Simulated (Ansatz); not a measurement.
This geometry of a periodic cell of 17 atoms, Mo (surface Mo(110), adsorbate Mo) is a first-order saddle point. Atoms 1 to 4 are held.

Level of theory: DFT PBEsol, scalar-relativistic, plane waves, PAW in Ansatz. Settings: PAW set soft_1, cutoff 420 eV, k mesh 3x4x1, gaussian smearing 0.1 eV, no spin polarisation.

```xyz
17
Lattice="6.3000 0.0000 0.0000 3.1500 4.4548 0.0000 0.0000 0.0000 17.6822" Properties=species:S:1:pos:R:3
Mo 0.000 2.227 1.000
Mo 3.150 2.227 1.000
Mo 1.575 4.455 1.000
Mo 4.725 4.455 1.000
Mo -0.002 0.015 3.112
Mo 3.152 -0.009 3.107
Mo 1.576 2.212 3.112
Mo 4.723 2.236 3.107
Mo 0.014 2.238 5.340
Mo 3.115 2.233 5.282
Mo 1.610 4.449 5.282
Mo 4.711 4.444 5.340
Mo 0.038 -0.033 7.554
Mo 3.200 0.035 7.453
Mo 1.537 2.261 7.554
Mo 4.674 2.192 7.454
Mo 2.363 -1.113 9.279
```

Problem. Which two structures does it join? (They come from a converged band through this point; their orientation in space is the band's.)

Solution. The atom that moves furthest is Mo17, by 2.73 Å; four of its nearest neighbours are Mo14 2.39, Mo13 2.39, Mo15 2.77, Mo16 2.77 Å at the first end and Mo15 2.39, Mo16 2.39, Mo14 2.77, Mo13 2.77 Å at the last.

Initial state:

```xyz
17
Lattice="6.3000 0.0000 0.0000 3.1500 4.4548 0.0000 0.0000 0.0000 17.6822" Properties=species:S:1:pos:R:3
Mo 0.000 2.227 1.000
Mo 3.150 2.227 1.000
Mo 1.575 4.455 1.000
Mo 4.725 4.455 1.000
Mo -0.007 0.003 3.116
Mo 3.158 -0.001 3.116
Mo 1.576 2.217 3.098
Mo 4.725 2.238 3.098
Mo 0.001 2.228 5.337
Mo 3.151 2.227 5.331
Mo 1.575 4.455 5.273
Mo 4.726 4.455 5.297
Mo -0.024 0.002 7.446
Mo 3.173 -0.002 7.446
Mo 1.577 2.202 7.538
Mo 4.722 2.252 7.537
Mo 1.575 0.005 9.218
```

Final state:

Only the atoms that move by more than 0.05 Å are listed.
```
Mo10 3.150 2.227 5.273
Mo11 1.576 4.454 5.331
Mo13 -0.003 0.025 7.537
Mo14 3.152 -0.025 7.538
Mo15 1.598 2.225 7.446
Mo16 4.701 2.229 7.446
Mo17 3.150 -2.223 9.218
```

Problem. How far does it lie above each of them?

Solution. 0.66 eV above the first and 0.66 eV above the second. This is the barrier of this one path; another mechanism may lie lower. Limits of this set-up: coarse k mesh, thin slab, slab without dipole correction, PAW files made for another functional, a typed lattice constant that wasn't relaxed here.

The run took 13 min on 4 threads of AMD EPYC 7B13 (Zen 3), with other jobs on the host, peak memory 2.9 GiB.
